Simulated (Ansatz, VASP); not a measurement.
**TiSi in VASP and in Ansatz**

```
Ti Si
1.0
     6.39922    0.00000    0.00000
     0.00000    3.59162    0.00000
     0.00000    0.00000    4.92450
Ti Si
4 4
Cartesian
  4.3269 0.8979 1.8242
  2.0723 2.6937 3.1003
  5.2719 2.6937 4.2864
  1.1273 0.8979 0.6381
  3.4827 0.8979 4.2014
  2.9165 2.6937 0.7231
  6.1161 2.6937 1.7391
  0.2831 0.8979 3.1854
```

Alike in both runs: functional LDA; k mesh 6 × 10 × 8; occupations gaussian, width 0.1 eV; no spin polarisation.

Ansatz relaxed the structure, and its values are those at the end. VASP's run is a single point on that final structure, the one shown.

```csv
,VASP,Ansatz
version,VASP 6.6.1,Ansatz 0.2.0
potentials or method,"VASP PAW LDA potentials, release 64 (Ti_sv, Si)","scalar-relativistic, plane waves, PAW"
plane-wave cutoff (eV),520,420
valence electrons in the cell,64,64
```

```csv
,VASP,Ansatz,Ansatz less VASP
gap on the k mesh at the Fermi level (eV),none,none,-
pressure (GPa),0.3,0.0,-0.30
rms of the force components (eV/Å),0.004,0.000,-0.0038
```

A gap of «none» marks a metal or a gap that the smearing closes.
